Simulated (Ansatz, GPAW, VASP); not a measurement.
# One calculation of PbSe, 3 ways

```
Pb Se
1.0
     0.00000    3.06065    3.06065
     3.06065    0.00000    3.06065
     3.06065    3.06065    0.00000
Pb Se
1 1
Direct
  0.00000 0.00000 0.00000
  0.50000 0.50000 0.50000
```

Alike in all runs: task single point; functional PBE; k mesh 8 × 8 × 8; occupations gaussian, width 0.024 eV; no spin polarisation; no spin-orbit coupling. Pressure is positive in compression and, in plane waves, holds the error of the finite cutoff.

```csv
program and potentials,plane-wave cutoff (eV),notes,band gap (eV),pressure (GPa)
"GPAW, GPAW PAW data sets (gpaw-data 1.2.1)",600,-,0.24,2.22
"VASP, PBE PAW files Pb_d, Se, 520 eV",520,-,0.29,2.40
"Ansatz, all-electron LAPW, scalar-relativistic",-,-,0.28,2.43
```

The band gap spans 0.24 (GPAW, GPAW PAW data sets (gpaw-data 1.2.1)) to 0.29 eV (VASP, PBE PAW files Pb_d, Se, 520 eV), with all-electron results at 0.28. The pressure spans 2.22 (GPAW, GPAW PAW data sets (gpaw-data 1.2.1)) to 2.43 GPa (Ansatz, all-electron LAPW, scalar-relativistic), with all-electron results at 2.43. Spin-orbit coupling, left out here, moves the band edges of heavy atoms.

Differences between rows come from potentials, basis sets and numerical settings, since the functional is the same but for its coding. Runs on potential files found faulty are left out.

All three calculations describe PbSe as a narrow-gap semiconductor under moderate compression at this cell. VASP lies close to the all-electron result in both quantities, while GPAW gives the lowest gap and pressure. The positive pressure fits the tendency of PBE to underbind and so favour a larger lattice than the experimental one, to which this cell is close.

In rock-salt PbSe the gap lies at L. The valence-band top there is mainly Se p, pushed up by antibonding mixing with the Pb s lone-pair states, and the conduction-band bottom is mainly Pb p. Expansion weakens the s–p repulsion, so relaxing the cell would probably widen the gap.

The all-electron gap of 0.28 eV is near the measured one, but this agreement is probably fortuitous: semilocal underestimation of the gap offsets the missing spin-orbit splitting of the Pb p states, which would lower the conduction edge. The closeness of the three gaps therefore supports numerical consistency, not the predictive accuracy of PBE, and leaves the band ordering at L unsettled.
